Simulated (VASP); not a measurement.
# SiO2 (P6_422) in VASP: further runs

Aim: see how the results for SiO2 move with the level of theory and the settings. Levels: r2SCAN, LDA, PBE. Tasks: relaxation of cell and atoms.

Everything below comes from runs of VASP 6.6.1. Logs are shortened: lines on timing, memory, paths and dates and some standing lists are left out, and cuts for length are marked.

### Step 1. The structure

It takes space group P6_422 (No. 181, hexagonal). Conventional cell: a = 5.061 Å, b = 5.061 Å, c = 5.541 Å, α = 90.00°, β = 90.00°, γ = 120.00°. Si (site symmetry 222) is surrounded by 4 O at 1.61 Å. O (site symmetry 2) is surrounded by 2 Si at 1.61 Å.

The cell comes from a database or a generator and needn't be the stable form of this composition.

### Step 2. Relaxation of cell and atoms, r2SCAN

Input file INCAR:

```
ALGO = Normal
EDIFF = 1E-6
EDIFFG = -0.01
ENCUT = 600
IBRION = 2
ISIF = 3
ISMEAR = 0
KPAR = 4
LASPH = True
LCHARG = False
LMIXTAU = True
LREAL = False
LWAVE = False
METAGGA = R2SCAN
NELM = 100
NSW = 60
PREC = Accurate
SIGMA = 0.02
```

Input file KPOINTS:

```
k-points
0
Gamma
  6 6 4
```

Input file POSCAR:

```
SiO2
1.0
    5.0605222284      0.0000000000      0.0000000000
   -2.5302611142      4.3825408062      0.0000000000
    0.0000000000      0.0000000000      5.5413533100
Si O
3 6
Direct
    0.5000000000      0.0000000000      0.0000000000
    0.5000000000      0.5000000000      0.6666666667
    0.0000000000      0.5000000000      0.3333333333
    0.2086053700      0.7913946300      0.1666666667
    0.2086053700      0.4172107400      0.5000000000
    0.4172107400      0.2086053700      0.8333333333
    0.7913946300      0.2086053700      0.1666666667
    0.7913946300      0.5827892600      0.5000000000
    0.5827892600      0.7913946300      0.8333333333
```

Potentials or basis: VASP PAW PBE potentials, release 64 (Si, O).

Run with:

```
> cat potpaw_PBE.64/Si/POTCAR potpaw_PBE.64/O/POTCAR > POTCAR
> mpirun -np 4 vasp_std > vasp.out
```

OUTCAR:

```text
EDIFF = 1E-6
   EDIFFG = -0.01
   ENCUT = 600
   IBRION = 2
   ISIF = 3
   ISMEAR = 0
   LASPH = True
   LREAL = False
   METAGGA = R2SCAN
   NELM = 100
   NSW = 60
   PREC = Accurate

 ion  position               nearest neighbor table
   1  0.500  0.000  0.000-   6 1.61   9 1.61   7 1.61   4 1.61   2 3.13   3 3.13   2 3.13   3 3.13

   2  0.500  0.500  0.667-   6 1.61   9 1.61   8 1.61   5 1.61   1 3.13   1 3.13   3 3.13   3 3.13

   3  0.000  0.500  0.333-   4 1.61   7 1.61   5 1.61   8 1.61   1 3.13   1 3.13   2 3.13   2 3.13

   4  0.209  0.791  0.167-   3 1.61   1 1.61
   5  0.209  0.417  0.500-   2 1.61   3 1.61
   6  0.417  0.209  0.833-   2 1.61   1 1.61
   7  0.791  0.209  0.167-   3 1.61   1 1.61
   8  0.791  0.583  0.500-   2 1.61   3 1.61
   9  0.583  0.791  0.833-   2 1.61   1 1.61

  LATTYP: Found a hexagonal cell.
 ALAT       =     5.0605222284
 C/A-ratio  =     1.0950160991

  Lattice vectors:

 A1 = (   5.0605222284,   0.0000000000,   0.0000000000)
 A2 = (  -2.5302611142,   4.3825408062,   0.0000000000)
 A3 = (   0.0000000000,   0.0000000000,   5.5413533100)

Analysis of symmetry for initial positions (statically):
=====================================================================
 Subroutine PRICEL returns:
 Original cell was already a primitive cell.

 Routine SETGRP: Setting up the symmetry group for a
 hexagonal supercell.

 Subroutine GETGRP returns: Found 12 space group operations
 (whereof  4 operations were pure point group operations)
 out of a pool of 24 trial point group operations.

The static configuration has the point symmetry D_2 .
 The point group associated with its full space group is D_6 .

Analysis of symmetry for dynamics (positions and initial velocities):
=====================================================================
 Subroutine PRICEL returns:
 Original cell was already a primitive cell.

 Routine SETGRP: Setting up the symmetry group for a
 hexagonal supercell.

 Subroutine GETGRP returns: Found 12 space group operations
 (whereof  4 operations were pure point group operations)
 out of a pool of 24 trial point group operations.

The dynamic configuration has the point symmetry D_2 .
 The point group associated with its full space group is D_6 .

 Subroutine INISYM returns: Found 12 space group operations
 (whereof  4 operations are pure point group operations),
 and found     1 'primitive' translations

----------------------------------------------------------------------------------------

                                     Primitive cell

  volume of cell :     122.8958

  direct lattice vectors                    reciprocal lattice vectors
     5.060522228  0.000000000  0.000000000     0.197608064  0.114089069  0.000000000
    -2.530261114  4.382540806  0.000000000     0.000000000  0.228178138  0.000000000
     0.000000000  0.000000000  5.541353310     0.000000000  0.000000000  0.180461332

  length of vectors
     5.060522228  5.060522228  5.541353310     0.228178138  0.228178138  0.180461332

  position of ions in fractional coordinates (direct lattice)
     0.500000000  0.000000000  0.000000000
     0.500000000  0.500000000  0.666666667
     0.000000000  0.500000000  0.333333333
     0.208605370  0.791394630  0.166666667
     0.208605370  0.417210740  0.500000000
     0.417210740  0.208605370  0.833333333
     0.791394630  0.208605370  0.166666667
     0.791394630  0.582789260  0.500000000
     0.582789260  0.791394630  0.833333333

  ion indices of the primitive-cell ions
[... 96 lines left out ...]
   IMIX   =      4    mixing-type and parameters
     AMIX     =   0.40;   BMIX     =  1.00
     AMIX_MAG =   1.60;   BMIX_MAG =  1.00
  volume/ion in A,a.u.               =      13.66        92.15
  Fermi-wavevector in a.u.,A,eV,Ry     =   1.196675  2.261388 19.483963  1.432031
  Thomas-Fermi vector in A             =   2.332609
   LORBIT       =      0    0 simple, 1 ext, 2 COOP (PROOUT), +10 PAW based schemes
   METAGGA = R2SCAN    functional components
   LHFCALC =     F    Hartree Fock is set to
   AEXX    =    0.0000 exact exchange contribution
   IVDW    =     0    specifies the selected vdW correction
   LEPSILON=     F    determine dielectric tensor
   LRPA    =     F    only Hartree local field effects (RPA)
 conjugate gradient relaxation of ions
 non-spin polarized calculation
 Gauss-broadening in eV      SIGMA  =   0.02
  energy-cutoff  :      600.00
  volume of cell :      122.90
 maximum number of plane-waves:      4138
   NGX = 21   NGY = 21   NGZ = 23

--------------------------------------- Ionic step        1  -------------------------------------------

 number of electron      47.9999982 magnetization

 Free energy of the ion-electron system (eV)
  ---------------------------------------------------
  ext. energy  EPLUGINS =         0.00000000
  ---------------------------------------------------
  free energy    TOTEN  =       -89.38376034 eV

  energy without entropy =      -89.38376034  energy(sigma->0) =      -89.38376034

------------------------ aborting loop because EDIFF is reached ----------------------------------------

  FORCE on cell =-STRESS in cart. coord.  units (eV):
  Direction    XX          YY          ZZ          XY          YZ          ZX
  --------------------------------------------------------------------------------------
  -------------------------------------------------------------------------------------
  Total        0.0034714      0.0034714      0.0196046     -0.0000000      0.0000000      0.0000000
  in kB        0.0452556      0.0452556      0.2555822     -0.0000000      0.0000000      0.0000000
  external PRESSURE =       0.1153644 kB  Pullay stress =       0.0000000 kB

 VOLUME and BASIS-vectors are now :
 -----------------------------------------------------------------------------
  energy-cutoff  :      600.00
  volume of cell :      122.90
      direct lattice vectors                 reciprocal lattice vectors
     5.060522228  0.000000000  0.000000000     0.197608064  0.114089069  0.000000000
    -2.530261114  4.382540806  0.000000000     0.000000000  0.228178138  0.000000000
     0.000000000  0.000000000  5.541353310     0.000000000  0.000000000  0.180461332

 POSITION                                       TOTAL-FORCE (eV/Angst)
 -----------------------------------------------------------------------------------
      2.53026      0.00000      0.00000         0.000000      0.000000     -0.000000
      1.26513      2.19127      3.69424         0.000000      0.000000      0.000000
     -1.26513      2.19127      1.84712         0.000000     -0.000000     -0.000000
     -0.94678      3.46832      0.92356        -0.014222      0.008211      0.000000
      0.00000      1.82844      2.77068         0.000000     -0.016423     -0.000000
      1.58348      0.91422      4.61779        -0.014222     -0.008211     -0.000000
      3.47704      0.91422      0.92356         0.014222     -0.008211     -0.000000
      2.53026      2.55410      2.77068         0.000000      0.016423      0.000000
      0.94678      3.46832      4.61779         0.014222      0.008211     -0.000000
 -----------------------------------------------------------------------------------
    total drift:                               -0.000000      0.000000     -0.000001

  FREE ENERGIE OF THE ION-ELECTRON SYSTEM (eV)
  ---------------------------------------------------
  free  energy   TOTEN  =       -89.3837603380 eV

  energy  without entropy=      -89.3837603380  energy(sigma->0) =      -89.38376034

--------------------------------------- Ionic step        2  -------------------------------------------

 number of electron      47.9999982 magnetization

 Free energy of the ion-electron system (eV)
  ---------------------------------------------------
  ext. energy  EPLUGINS =         0.00000000
  ---------------------------------------------------
  free energy    TOTEN  =       -89.38381520 eV

  energy without entropy =      -89.38381520  energy(sigma->0) =      -89.38381520

 E-fermi :   0.1942     XC(G=0):  -9.1979

 val. band max:        0.0706727524   @ k =   0.5000   0.0000   0.0000
 cond. band min:       6.3707018844   @ k =   0.0000   0.0000   0.0000
 fundamental gap:      6.3000291321
 Fermi energy:         0.1942319505

 k-point     1 :       0.0000    0.0000    0.0000
  band No.  band energies     occupation
      1     -20.3491      2.00000
      2     -18.9022      2.00000
      3     -18.9022      2.00000
      4     -18.3266      2.00000
      5     -18.2750      2.00000
      6     -18.2750      2.00000
[... 661 lines left out ...]
     28      10.3663      0.00000
     29      11.0437      0.00000

------------------------ aborting loop because EDIFF is reached ----------------------------------------

  FORCE on cell =-STRESS in cart. coord.  units (eV):
  Direction    XX          YY          ZZ          XY          YZ          ZX
  --------------------------------------------------------------------------------------
  -------------------------------------------------------------------------------------
  Total       -0.0535813     -0.0535813     -0.0343272      0.0000000      0.0000000      0.0000000
  in kB       -0.6984328     -0.6984328     -0.4474560      0.0000000      0.0000000      0.0000000
  external PRESSURE =      -0.6147739 kB  Pullay stress =       0.0000000 kB

 VOLUME and BASIS-vectors are now :
 -----------------------------------------------------------------------------
  energy-cutoff  :      600.00
  volume of cell :      122.91
      direct lattice vectors                 reciprocal lattice vectors
     5.060616392  0.000000000  0.000000000     0.197604387  0.114086946  0.000000000
    -2.530308196  4.382622354 -0.000000000     0.000000000  0.228173892  0.000000000
     0.000000000  0.000000000  5.541935630     0.000000000  0.000000000  0.180442370

 POSITION                                       TOTAL-FORCE (eV/Angst)
 -----------------------------------------------------------------------------------
      2.53031      0.00000      5.54194        -0.000000      0.000000     -0.000000
      1.26515      2.19131      3.69462        -0.000000      0.000000     -0.000000
     -1.26515      2.19131      1.84731        -0.000000      0.000000     -0.000000
     -0.94749      3.46878      0.92366        -0.005476      0.003162      0.000000
      0.00000      1.82768      2.77097        -0.000000     -0.006323      0.000000
      1.58282      0.91384      4.61828        -0.005476     -0.003162     -0.000000
      3.47779      0.91384      0.92366         0.005476     -0.003162      0.000000
      2.53031      2.55494      2.77097        -0.000000      0.006323     -0.000000
      0.94749      3.46878      4.61828         0.005476      0.003162     -0.000000
 -----------------------------------------------------------------------------------
    total drift:                                0.000000     -0.000000     -0.000001

  FREE ENERGIE OF THE ION-ELECTRON SYSTEM (eV)
  ---------------------------------------------------
  free  energy   TOTEN  =       -89.3838151956 eV

  energy  without entropy=      -89.3838151956  energy(sigma->0) =      -89.38381520

 reached required accuracy - stopping structural energy minimisation
```

Run time: 88 s. Hardware: 4 MPI ranks of Intel Xeon 6975P-C (Granite Rapids), shared host; peak memory 0.31 GiB.

What came out:

```yaml
Free_energy: -89.3838 eV
Relaxed_volume: 13.66 Å³/atom
Relaxed_cell: a = 5.061 Å, b = 5.061 Å, c = 5.542 Å, α = 90.00°, β = 90.00°, γ = 120.00°
Space_group_after_relaxing_to_0.05_Å: P6_422 (No. 181)
Energy_gained_by_relaxing: 0.0 meV/atom
Ionic_steps: 2
Pressure_after_relaxing: -0.1 GPa
Largest_force_after_relaxing: 0.006 eV/Å
Band_gap_on_the_k_mesh: 6.30 eV, indirect (least direct gap 6.49 eV)
```

Forces on the atoms (eV/Å):
```
Si   0.000  0.000  0.000
Si   0.000  0.000  0.000
Si   0.000  0.000  0.000
O   -0.005  0.003  0.000
O    0.000 -0.006  0.000
O   -0.005 -0.003  0.000
O    0.005 -0.003  0.000
O    0.000  0.006  0.000
O    0.005  0.003  0.000
```

Final structure:
```
Si O
1.0
     5.06062    0.00000    0.00000
    -2.53031    4.38262    0.00000
     0.00000    0.00000    5.54194
Si O
3 6
Direct
  0.50000 0.00000 0.00000
  0.50000 0.50000 0.66667
  0.00000 0.50000 0.33333
  0.20851 0.79148 0.16667
  0.20852 0.41703 0.50000
  0.41703 0.20851 0.83333
  0.79148 0.20851 0.16667
  0.79148 0.58297 0.50000
  0.58297 0.79148 0.83333
```

Levels at points of the mesh, in eV from the valence-band top:
```csv
k point,band 20,band 21,band 22,band 23,band 24,band 25,band 26,band 27,band 28,band 29
"(0.00, 0.00, 0.00)",-1.00,-1.00,-0.46,-0.46,-0.19,6.30,9.74,9.74,10.07,10.07
"(0.50, 0.00, 0.00)",-1.20,-1.17,-1.02,-0.35,0.00,8.42,9.27,10.39,10.54,10.57
"(0.00, 0.00, 0.50)",-1.85,-1.16,-0.29,0.00,0.00,8.17,8.17,9.25,10.73,10.73
"(0.50, 0.00, 0.50)",-1.34,-0.94,-0.73,-0.70,-0.34,9.52,9.90,10.00,10.16,10.42
```

Caveat: the PAW data sets were made with another functional, which shifts forces and pressure a little.

[end of part 1 of 2]
